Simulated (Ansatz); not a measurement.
`CC(=O)O[Si](OC(C)=O)(OC(C)=O)OC(C)=O` + HCl → `CC(=O)O[Si](Cl)(OC(C)=O)OC(C)=O` + acetic acid  (ligand exchange at the Si–O bond)

Calculated with Ansatz (gas phase, PBE0-D4/def2-TZVP geometries, no zero-point term in ΔE). CCSD(T)/CBS adds triple-zeta CCSD(T) − MP2 to the extrapolated MP2 energy (def2 sets, frozen cores). This one scheme is used for every species. DFT in def2-TZVPP. HSE06 is defined as in plane-wave codes. Each species was taken in one conformer, which may not be the lowest.

`CC(=O)O[Si](OC(C)=O)(OC(C)=O)OC(C)=O`:

Cartesian coordinates in Å:
```
C 0.776 -2.129 -3.217
C 1.080 -1.162 -2.123
O 2.148 -0.672 -1.890
O -0.017 -0.889 -1.379
Si 0.001 0.001 -0.001
O 0.119 1.575 -0.448
C -0.220 2.618 0.344
C -0.163 3.912 -0.396
O -0.531 2.474 1.492
O 1.266 -0.310 0.996
C 1.737 -1.551 1.263
C 2.992 -1.501 2.067
O 1.186 -2.540 0.872
O -1.365 -0.372 0.828
C -2.597 0.095 0.516
C -3.606 -0.282 1.546
O -2.804 0.738 -0.474
H 1.655 -2.274 -3.839
H -0.062 -1.763 -3.813
H 0.469 -3.077 -2.771
H -0.901 3.889 -1.201
H 0.818 4.031 -0.858
H -0.372 4.736 0.280
H 3.309 -2.509 2.324
H 2.832 -0.906 2.967
H 3.766 -1.002 1.480
H -4.594 0.045 1.236
H -3.334 0.189 2.493
H -3.589 -1.362 1.704
```

HCl:

Cartesian coordinates in Å:
```
Cl 0.231 -0.430 0.413
H -0.231 0.430 -0.413
```

`CC(=O)O[Si](Cl)(OC(C)=O)OC(C)=O`:

```xyz
23

C     1.015    3.485    1.242
C     0.523    2.618    0.132
O    -0.239    2.941   -0.732
O     1.046    1.370    0.206
Si    0.657    0.146   -0.822
Cl    1.541    0.410   -2.612
O     1.318   -1.135   -0.028
C     1.080   -2.430   -0.349
C     1.766   -3.363    0.592
O     0.392   -2.743   -1.278
O    -0.951   -0.002   -1.118
C    -1.864   -0.184   -0.135
C    -3.247   -0.278   -0.681
O    -1.548   -0.253    1.019
H     0.591    4.481    1.150
H     2.105    3.530    1.216
H     0.732    3.039    2.199
H     1.569   -4.392    0.303
H     1.409   -3.178    1.607
H     2.840   -3.165    0.585
H    -3.480    0.636   -1.230
H    -3.298   -1.105   -1.392
H    -3.957   -0.427    0.128
```

`CC(=O)O`:

```xyz
8

C    -0.152   -0.209    0.925
C     0.331   -0.033   -0.479
O     1.356   -0.465   -0.931
O    -0.535    0.688   -1.215
H    -0.293    0.768    1.392
H    -1.123   -0.709    0.921
H     0.569   -0.794    1.489
H    -0.153    0.755   -2.101
```

```
          level  ΔE (kJ/mol)  difference from CCSD(T)/CBS
        PBE0-D4         -5.7                         -8.9
       HSE06-D4         -6.3                         -9.5
   CAM-B3LYP-D4          7.0                          3.8
        ωB97X-V          0.7                         -2.5
            PBE        -16.2                        -19.4
           BLYP         -8.9                        -12.1
CCSD/def2-TZVPP          7.7                          4.5
  HF/def2-QZVPP         10.0                          6.8
 MP2/def2-QZVPP         -1.6                         -4.8
   HF/CBS(def2)         10.3                          7.1
    CCSD(T)/CBS          3.2                            0
```

Largest T1 diagnostic among the species: 0.015.

From PBE to PBE0 (25 % exact exchange), in def2-TZVPP and without D4, ΔE moves by +5.0 kJ/mol. The D4 term adds +8.3 kJ/mol with B3LYP and +5.6 kJ/mol with PBE0; it sums over pairs of atoms, weighted by their polarisabilities, and B3LYP, whose exchange is more repulsive, gets the larger term.

B3LYP here is the variant with VWN-RPA as its local correlation; programs differ in this.

CCSD(T)/CBS has its own doubt, a few kJ/mol and more with outer-core shells, so smaller differences from it don't rank the levels.
